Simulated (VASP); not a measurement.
Input:

```
CELL_PARAMETERS angstrom
      2.71250     0.00000     0.00000
     -1.35625     2.34909     0.00000
      0.00000     0.00000     4.40608
ATOMIC_POSITIONS crystal
  Be 0.33333 0.66667 0.99861
  Be 0.66667 0.33333 0.49861
  O  0.33333 0.66667 0.37639
  O  0.66667 0.33333 0.87639
```

Level of theory: PBE GGA, VASP's PBE PAW potentials (set 64) (plane waves; VASP). Numerical set-up: 520 eV cut-off, Gaussian smearing of 0.050 eV, potentials Be O.

### Question
Give the energies of bands 3 to 10 at the high-symmetry points, in eV from the valence-band maximum.

### Answer

| band | Γ | M | K | A | L | H |
|---|---|---|---|---|---|---|
| 3 | -6.15 | -5.65 | -5.47 | -3.34 | -5.43 | -4.35 |
| 4 | -0.99 | -4.03 | -3.60 | -3.34 | -5.43 | -4.35 |
| 5 | -0.99 | -3.34 | -3.60 | -0.53 | -1.84 | -4.34 |
| 6 | -0.04 | -2.61 | -2.84 | -0.53 | -1.84 | -4.34 |
| 7 | -0.04 | -1.93 | -2.38 | -0.53 | -1.70 | -1.26 |
| 8 | 0.00 | -0.92 | -2.38 | -0.53 | -1.70 | -1.26 |
| 9 | 7.44 | 9.69 | 9.08 | 9.69 | 8.93 | 11.54 |
| 10 | 11.44 | 10.12 | 12.72 | 9.69 | 8.93 | 11.54 |

The gap is direct, 7.44 eV, from the valence maximum at Γ to the conduction minimum at Γ.

The structure was generated: BeO was put into the wurtzite type (P6_3mc), which need not be its known phase. It was relaxed first, which changed the volume by +7 %.
